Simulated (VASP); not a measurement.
Input of a VASP 6.6.1 run:

The input INCAR:

```
SYSTEM = SnS2
PREC     = Accurate       ! precision mode
ENCUT    = 520            ! plane-wave cutoff, eV
EDIFF    = 1E-6           ! SCF threshold, eV
ISMEAR   = 0              ! smearing method
SIGMA    = 0.013000000000000001 ! smearing width, eV
LREAL    = .FALSE.        ! projectors in reciprocal space
LASPH    = .TRUE.         ! aspherical terms in the spheres
NELM     = 80             ! most SCF steps
ALGO     = Normal         ! electronic algorithm
ISIF     = 2              ! what is computed and relaxed
LWAVE    = .FALSE.        ! write WAVECAR
LCHARG   = .FALSE.        ! write CHGCAR
GGA      = PE             ! functional
NBANDS   = 20             ! bands
```

The input KPOINTS:

```
regular mesh
0
G
  8 8 5
  0 0 0
```

Contents of POSCAR:

```
SnS2
1.0
    3.6390000000      0.0000000000      0.0000000000
   -1.8195000000      3.1514664444      0.0000000000
    0.0000000000      0.0000000000      5.8680000000
Sn S
1 2
Direct
    0.0000000000      0.0000000000      0.0000000000
    0.6666666667      0.3333333333      0.7500000000
    0.3333333333      0.6666666667      0.2500000000
```

Potentials or basis: VASP PAW PBE potentials, release 64 (Sn_d, S).

The run is started by

```console
$ cat potpaw_PBE.64/Sn_d/POTCAR potpaw_PBE.64/S/POTCAR > POTCAR
$ mpirun -np 1 vasp_std > vasp.out
```

Q: Predict the largest force.

A: 0.240 eV/Å.

Q: Predict the band gap on the k mesh.

A: 1.48 eV, indirect (least direct gap 1.95 eV).

Forces in eV/Å, atoms in the order of the input:
```
Sn   0.000  0.000  0.000
S    0.000  0.000 -0.240
S    0.000  0.000  0.240
```

Caveat: spin-orbit coupling is left out, which moves the levels of the heavy elements; an odd mesh through Γ misses points on the zone boundary, where band edges often lie.
